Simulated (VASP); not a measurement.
Set up this calculation in VASP 6.6.1, as the native input.

```
Task                   : single point
Functional             : PBE
Dispersion             : D3(BJ)
Potentials or basis    : VASP PAW PBE potentials, release 64 (O, H, N)
Cutoff                 : 520 eV
k mesh                 : 1 × 1 × 1
Occupations            : fermi-dirac, width 0.02 eV
Spin                   : no spin polarisation
Dipole correction      : no
Further INCAR settings : LREAL = Auto; ALGO = Fast; EDIFF = 1e-06; NBANDS = 34
```

The structure of H11NO4 lies in POSCAR:

```
H11NO4
1.0
    5.4175020000      0.0000000000      0.0000000000
    0.0000000000      5.4175020000      0.0000000000
    0.0000000000      0.0000000000      5.4175020000
O H N
4 11 1
Direct
    0.9931883735      0.6911118815      0.2509089983
    0.8303457941      0.9758925793      0.8850758154
    0.3835162405      0.5258696720      0.8334099369
    0.7732715189      0.2324872238      0.4554682213
    0.8691828817      0.8007565110      0.1866173746
    1.0966678000      0.6372494186      0.1106783163
    0.9759110380      0.8941574918      0.9725515560
    0.7794367219      0.8804611424      0.7381446283
    0.3921918257      0.6214487784      0.6958742240
    0.2195107634      0.4645314390      0.8365294558
    0.7642821359      0.2501337332      0.6364556949
    0.7700966239      0.3899767827      0.3962342792
    0.5149236678      0.9854357230      0.4265803686
    0.5548498182      0.7440144923      0.2804059879
    0.2901890945      0.8336868173      0.3668480418
    0.4508535484      0.7913425782      0.4346837343
```

The cell was built by a generator and needn't be a form met in nature.

One way to write it, as run:

INCAR

```
PREC = Accurate
ENCUT = 520
EDIFF = 1E-6
ISMEAR = -1
SIGMA = 0.02
LREAL = Auto
LASPH = T
NELM = 100
ALGO = Fast
ISIF = 2
LWAVE = F
LCHARG = T
GGA = PE
IVDW = 12
LELF = T
LVHAR = T
NBANDS = 34
```

KPOINTS

```
regular mesh
0
Gamma
  1 1 1
```

Potentials or basis: VASP PAW PBE potentials, release 64 (O, H, N).

Launch:

```sh
$ cat potpaw_PBE.64/O/POTCAR potpaw_PBE.64/H/POTCAR potpaw_PBE.64/N/POTCAR > POTCAR
$ mpirun -np 1 vasp_gam > vasp.out
```

It gave:

| Item | Value |
| --- | --- |
| Pressure | 4.4 GPa |
| Largest force | 5.332 eV/Å |
| Band gap on the k mesh | 4.50 eV, direct |
| Dispersion energy per atom | -0.034 eV |

Wall time 11 s on 1 thread of Intel(R) Xeon(R) 6975P-C (Granite Rapids), with other jobs on the host, peak memory 0.24 GiB.
